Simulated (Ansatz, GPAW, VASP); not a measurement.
# One calculation of WC, 3 ways

```
CELL_PARAMETERS angstrom
2.90650 0.00000 0.00000
-1.45325 2.51710 0.00000
0.00000 0.00000 2.83660
ATOMIC_POSITIONS crystal
W 0.00000 0.00000 0.00000
C 0.66667 0.33333 0.50000
```

Alike in all runs: task single point; functional PBE; k mesh 10 × 10 × 9; occupations gaussian, width 0.029 eV; no spin polarisation; no spin-orbit coupling. Pressure is positive in compression and, in plane waves, holds the error of the finite cutoff.

```csv
program and potentials,plane-wave cutoff (eV),notes,pressure (GPa)
"Ansatz, all-electron LAPW, scalar-relativistic",-,-,5.69
"VASP, PBE PAW files C, W_sv, 520 eV",520,-,6.72
"GPAW, GPAW PAW data sets (gpaw-data 1.2.1)",800,-,5.36
```

The pressure spans 5.36 (GPAW, GPAW PAW data sets (gpaw-data 1.2.1)) to 6.72 GPa (VASP, PBE PAW files C, W_sv, 520 eV), with all-electron results at 5.69.

Differences between rows come from potentials, basis sets and numerical settings, since the functional is the same but for its coding. Runs on potential files found faulty are left out.

All three calculations put the cell under compression, so PBE would relax it to a slightly larger volume. As the lattice parameters lie close to the measured ones for hexagonal WC, this fits the functional's usual tendency to underbind solids a little.

The pressures look sizeable only because the carbide is so stiff. Strong covalent overlap of W 5d with C 2p states, together with a high valence-electron density, makes the energy rise steeply on compression, and a small misfit in volume therefore gives a pressure of several GPa. For the same reason, the spread between the programs corresponds to only a very small difference in equilibrium lattice parameters.

GPAW falls just below the all-electron value and VASP further above it. The VASP offset probably comes from the potentials rather than from missing plane waves, which normally lower the computed pressure. The sign of the pressure is thus secure, but a single hydrostatic average can't show whether the expansion would favour the a or the c axis.
